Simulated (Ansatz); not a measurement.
Results of r²SCAN (plane waves, PAW; Ansatz, an electronic-structure program) for rutile RuO2.

Numerical settings: plane-wave cutoff 560 eV, 12×12×18 k mesh (along the axes of the cell as run), Fermi–Dirac smearing 0.05 eV, no spin polarisation, scalar-relativistic PAW data made under PBE.

Energies at three volumes about the minimum:

```json
[
 {"V (Å³/atom)": "10.184", "E − E_lowest (meV/atom)": "3.77"},
 {"V (Å³/atom)": "10.392", "E − E_lowest (meV/atom)": "0.00"},
 {"V (Å³/atom)": "10.600", "E − E_lowest (meV/atom)": "3.50"}
]
```

### Question
Fit a parabola by hand: where is the minimum, and what is the bulk modulus?

### Answer
Slopes: (0.00 − 3.77)/(10.392 − 10.184) = -18.125 and (3.50 − 0.00)/(10.600 − 10.392) = 16.827 meV/Å³. Curvature E″ = 2 × (16.827 − (-18.125))/(10.600 − 10.184) = 168.038 meV/Å⁶. From the middle of the first interval, the slope vanishes at V0 = 10.2880 − (-18.125)/168.038 = 10.396 Å³/atom. B = V0 E″ = 10.396 × 168.038 meV/Å³ × 0.1602 GPa per meV/Å³ = 280 GPa. The full Birch–Murnaghan fit to all volumes gives V0 = 10.392 Å³/atom and B0 = 280 GPa.

Shape and atoms are relaxed at each volume.

Measured, for comparison: bulk modulus 270 GPa (room temperature, no zero-point or thermal correction; as tabulated in LI and ZENG (2008), arXiv:0807.3251). Computed (rounded) less measured: bulk modulus +4 %. A static lattice is as a rule a little smaller and stiffer than an uncorrected measurement, which narrows the difference in the bulk modulus and would widen misses of the other sign.

Note: the bulk modulus comes from volumes at which shape and atoms were relaxed.
